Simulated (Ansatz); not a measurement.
All-electron card of BAs

```yaml
crystal:
  lattice:
    - [0.00000, 2.40963, 2.40963]
    - [2.40963, 0.00000, 2.40963]
    - [2.40963, 2.40963, 0.00000]
  atoms:
    - { symbol: B, position: [0.75000, 0.75000, 0.75000] }
    - { symbol: As, position: [0.00000, 0.00000, 0.00000] }
```

Atoms are numbered in the order listed.

Structure from Materials Project entry mp-10044 (possibly hypothetical), not relaxed further.

Methods: DFT, LDA, all-electron LAPW, scalar-relativistic (Ansatz 0.2.0); DFT, LDA, PAW with Ansatz's default frozen-core files, scalar-relativistic (Ansatz 0.2.0).

For LAPW: a Γ-centred 11×11×11 k mesh, Fermi–Dirac smearing of 0.01 eV, basis error target 1 meV/atom, no spin polarisation. PAW takes a cutoff of 420 eV at this cell (files made with PBE, cores remade for this functional). The Ansatz runs share mesh, smearing and spin set-up. Values come from LAPW unless marked.

```json
{"Bader charges (from the PAW run)": "B1 +0.15, As2 -0.15 e", "Pressure at this cell": "-71.9 kbar", "Volume per atom": "13.99 Å³"}
```

Question: Predict this quantity. Band gap.

Answer: 1.15 eV, indirect from Γ to the line Γ–X (-0.5, -0.5, 0).

Question: Predict this quantity. Löwdin charges (with 0.04 e of the cell spilling out of the atomic basis, so their sizes and signs hang on that basis).

Answer: B1 -0.56, As2 0.60 e.

Question: Smallest direct gap on the path: what does the calculation give?

Answer: 3.22 eV.
